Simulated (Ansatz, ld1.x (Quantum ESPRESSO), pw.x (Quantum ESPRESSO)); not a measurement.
**Equation-of-state test of one ultrasoft potential (Si)**

```json
{
 "Element": "silicon (Si)",
 "Generator": "ld1.x (Quantum ESPRESSO) 7.5",
 "Type": "ultrasoft",
 "Functional": "LDA (PW92)",
 "Relativity": "scalar-relativistic",
 "Frozen core": "[Ne]",
 "Valence charge": "4",
 "Reference configuration": "3s2 3p2",
 "Partial waves": "3s (bound): rcut 1.60, rcutus 1.80 bohr; 3s channel at 0.15 Ry: rcut 1.60, rcutus 1.80 bohr; 3p (bound): rcut 2.05, rcutus 2.15 bohr; 3p channel at 4.05 Ry: rcut 2.05, rcutus 2.15 bohr; 3d channel at 0.25 Ry: rcut 2.00, rcutus 2.35 bohr; 3d channel at 2.25 Ry: rcut 2.00, rcutus 2.35 bohr",
 "Local potential": "all-electron potential smoothed inside 1.45 bohr (lloc = -1)",
 "Core correction": "none",
 "Augmentation charge": "PSQ, inside the norm-conserving radii"
}
```

Atomic tests: cutoffs needed: 10 Ry and 15 Ry (the cutoffs (Ry, on a coarse ladder) from which the occupation-weighted sum of valence levels, in a spherical-Bessel basis at the reference potential, stays within 10 and 1 mRy of its value at 400 Ry); ghost test: no extra level below or beside the all-electron valence levels (s, p, d, f tested) (spherical-Bessel basis up to 400 Ry, 20 bohr box); largest excitation error: +153 meV (all-electron minus pseudo) for 3s1 3p0, out of 7 test configurations.

Crystal test: fcc Si in pw.x 7.5, no spin, 15³ k-points, Fermi–Dirac smearing 0.01 Ry, cutoffs 40/320 Ry. The reference is all-electron LAPW (Ansatz 0.2.0) with the same functional, mesh and smearing; V0 and B0 come from Birch–Murnaghan fits to the pressures at five volumes. Errors are pseudo minus all-electron; Δ is the rms difference of the E(V) curves that follow from these fits, minima aligned, over ±6 % about the mean V0. Mesh and smearing are coarse, so the numbers serve the comparison and aren't converged zero-temperature values; the lattice is a test structure that the element need not adopt.

All-electron: a0 = 3.818 Å (V0 = 13.92 Å³/atom), B0 = 90.0 GPa.

Question: How far does the potential miss the all-electron equation of state?

Answer: mean pressure error (GPa): -0.07; a0 (Å): 3.817; a0 error (%): -0.03; B0 error (%): +0.2; Δ (meV/atom): 0.2.

| V (Å³/atom) | P all-electron (GPa) | P pseudo (GPa) |
| --- | --- | --- |
| 13.158 | 5.68 | 5.60 |
| 13.504 | 2.89 | 2.82 |
| 13.850 | 0.45 | 0.37 |
| 14.196 | -1.71 | -1.78 |
| 14.543 | -3.61 | -3.67 |

Question: At the middle volume, how do free energy and pressure move when the wave cutoff is lowered (ecutrho held at 320 Ry)?

Answer:

```tsv
cutoff (Ry)	shift of F (meV/atom)	shift of P (GPa)
18	+11.4	-0.01
24	+4.1	-0.08
32	+0.6	-0.01
```

The 8 pw.x runs together took about 50 s on one core of a shared server CPU.
